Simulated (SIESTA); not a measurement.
Write the native input for SIESTA 5.4.2 that does the following.

| Property | Result |
| --- | --- |
| Task | single point |
| Functional | PBE |
| Potentials or basis | PseudoDojo 0.4 standard (PBE files) |
| Basis | DZP (energy shift 0.003 Ry; two zetas on semicore shells) |
| Grid cutoff | 800 Ry |
| Energy shift | 0.003 Ry |
| k mesh | 10 × 10 × 10 |
| Occupations | fermi-dirac, width 0.05 eV |
| Spin | no spin polarisation |

Crystal: Li.

```
Li
1.0
    -0.02939    2.18954    2.16794
     2.24417   -0.07957    2.21812
     2.15233    2.14788    0.01227
Li
1
Direct
  0.99760 0.00530 0.00297
```

The cell isn't the ideal one: cell strained at random at fixed volume.

These files were run (other wordings do the same):

Li.fdf

```
SystemName                      Lithium
SystemLabel                     Li
NumberOfSpecies                 1
NumberOfAtoms                   1
%block ChemicalSpeciesLabel
  1   3 Li
%endblock ChemicalSpeciesLabel

LatticeConstant                 1.0 Ang
%block LatticeVectors
    -0.0293910000     2.1895430000     2.1679420000
     2.2441730000    -0.0795680000     2.2181200000
     2.1523320000     2.1478800000     0.0122730000
%endblock LatticeVectors
AtomicCoordinatesFormat         Fractional
%block AtomicCoordinatesAndAtomicSpecies
    -0.0023980000     0.0053010000     0.0029690000  1  Li
%endblock AtomicCoordinatesAndAtomicSpecies

%block kgrid.MonkhorstPack
   10   0   0  0.0
    0  10   0  0.0
    0   0  10  0.0
%endblock kgrid.MonkhorstPack
XC.Functional                   GGA
XC.Authors                      PBE
PAO.BasisSize                   DZP
PAO.EnergyShift                 0.003 Ry
Mesh.Cutoff                     800 Ry
OccupationFunction              FD
ElectronicTemperature           0.05 eV
MaxSCFIterations                120
SCF.MustConverge                false
SCF.Mixer.Method                Pulay
SCF.Mixer.Weight                0.25
SCF.Mixer.History               8
SCF.DM.Tolerance                5.0e-05
SCF.H.Tolerance                 1.0e-03 eV
WriteForces                     true
Charge.Mulliken                 end
%block PAO.PolarizationScheme
  Li non-perturbative
%endblock PAO.PolarizationScheme
%block PAO.Basis
  Li 3
  n=1 0 2
    2.782 0.000
  n=2 0 2
    9.500 0.000
  n=2 1 1
    9.500
%endblock PAO.Basis
```

Potentials or basis: PseudoDojo 0.4 standard (PBE files), DZP (energy shift 0.003 Ry; two zetas on semicore shells).

Run with:

```bash
$ siesta Li.fdf > Li.out 2>&1
```

It gave:

```json
{
 "Pressure": "-0.5 GPa",
 "Band gap on the k mesh": "none (metal or under the smearing width)"
}
```

Caveat: the basis of atomic orbitals isn't converged, which shifts pressures, moduli and gaps.

It took 15 s on 1 thread of Arm Neoverse V1, with other jobs on the host, peak memory 0.23 GiB.
